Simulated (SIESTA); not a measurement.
The system is GaP.

```
Ga P
1.0
     0.00000    2.72525    2.72525
     2.72525    0.00000    2.72525
     2.72525    2.72525    0.00000
Ga P
1 1
Cartesian
  0.0000 0.0000 0.0000
  4.0879 4.0879 4.0879
```

Program: SIESTA 5.4.2. Alike in all runs: task band structure; no spin polarisation; cell as given; k mesh 8 × 8 × 8; smearing fermi-dirac 0.05 eV; grid cutoff 800 Ry; energy shift 0.003 Ry.

Problem. Order these runs on this cell by their pressure, lowest first.
A. level AM05; potentials or basis PseudoDojo 0.4 standard (PBEsol files), DZP (energy shift 0.003 Ry; two zetas on semicore shells)
B. level RPBE; potentials or basis PseudoDojo 0.4 standard (PBE files), DZP (energy shift 0.003 Ry; two zetas on semicore shells)
C. level LDA; potentials or basis PseudoDojo 0.4 standard (LDA files), DZP (energy shift 0.003 Ry; two zetas on semicore shells)

Solution. C (-2.2 GPa), A (0.2 GPa), B (5.1 GPa).

Caveats: the basis of atomic orbitals isn't converged, which shifts pressures, moduli and gaps; the potentials were made for another functional, which shifts forces and pressure (some runs).

Runs at the PBE level aren't shown here.
